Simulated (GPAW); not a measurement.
Runs of GPAW 26.7.0 on CdS (Greenockite). Symmetry: P6_3mc, No. 186, hexagonal system. The conventional cell has a = 4.150 Å, b = 4.150 Å, c = 6.737 Å, α = 90.00°, β = 90.00°, γ = 120.00°. Cd (site symmetry 3m) has 4 S at 2.53 to 2.54 Å as nearest neighbours. S (site symmetry 3m) is surrounded by 4 Cd at 2.53 to 2.54 Å. 

| task | level | potentials or basis | cell | k mesh | cutoff (eV) | smearing | maxiter | data set | response ecut | response k mesh | response bands | other keys | gap on the mesh (eV) | pressure (GPa) | largest force (eV/Å) |
| --- | --- | --- | --- | --- | --- | --- | --- | --- | --- | --- | --- | --- | --- | --- | --- |
| single point | PBE | GPAW PAW data sets (gpaw-data 1.2.1), pw | atoms moved at random, drawn with an rms of 0.05 Å | 7 × 7 × 4 | 600 | fermi-dirac 0.05 eV | 150 | - | - | - | - | - | 1.17 | 1.9 | 0.41 |
| single point | TB-mBJ | GPAW PAW data sets for LDA (gpaw-data 1.2.1), pw | as given | 5 × 5 × 3 | 600 | fermi-dirac 0.05 eV | 150 | - | - | - | - | - | (a) | - | - |
| single point | PBE | GPAW PAW data sets (gpaw-data 1.2.1), newer versions, pw | as given | 6 × 6 × 3 | 450 | fermi-dirac 0.05 eV | 80 | S v3 | - | - | - | - | 1.18 | 1.1 | 0.07 |
| single point | PBE | GPAW PAW data sets (gpaw-data 1.2.1), pw | as given | 7 × 7 × 4 | 600 | fermi-dirac 0.05 eV | 150 | - | - | - | - | - | 1.18 | 1.8 | 0.07 |
| single point | PBE | GPAW PAW data sets (gpaw-data 1.2.1), pw | as given | 12 × 12 × 6 | 600 | fermi-dirac 0.05 eV | 60 | - | - | - | - | several, not listed | 1.18 | 1.8 | 0.07 |
| dielectric tensor | PBE | GPAW PAW data sets (gpaw-data 1.2.1), newer versions, pw | as given | 6 × 6 × 3 | 400 | fermi-dirac 0.001 eV | 150 | S v3 | 80 eV | 14 × 14 × 8 | 58 | - | 1.17 | - | - |
| optical spectrum | LDA | the program's PAW data sets (release 1.2.1) made for this functional, pw | volume scaled by 1.04 | 6 × 6 × 3 | 400 | fermi-dirac 0.001 eV | 150 | - | 50 eV | 12 × 12 × 6 | 58 | - | 0.80 | - | - |

Alike in all rows: no spin polarisation.

Problem. Fill in the values left out.

Solution. (a) 2.69.

Caveats: the long-wavelength limit can be off by several per cent where d states take part (some runs); a model potential gives levels but no total energy (some runs); the PAW data sets were made with another functional, which shifts forces and pressure a little (some runs); the cutoff is short for stress and forces, so pressures can be off by a GPa or more (some runs); with so narrow a direct gap the onset needs a denser k mesh (some runs); independent-particle spectra lack excitons (some runs).

A k mesh can miss the band edges, and the runs leave out spin-orbit coupling on Cd.
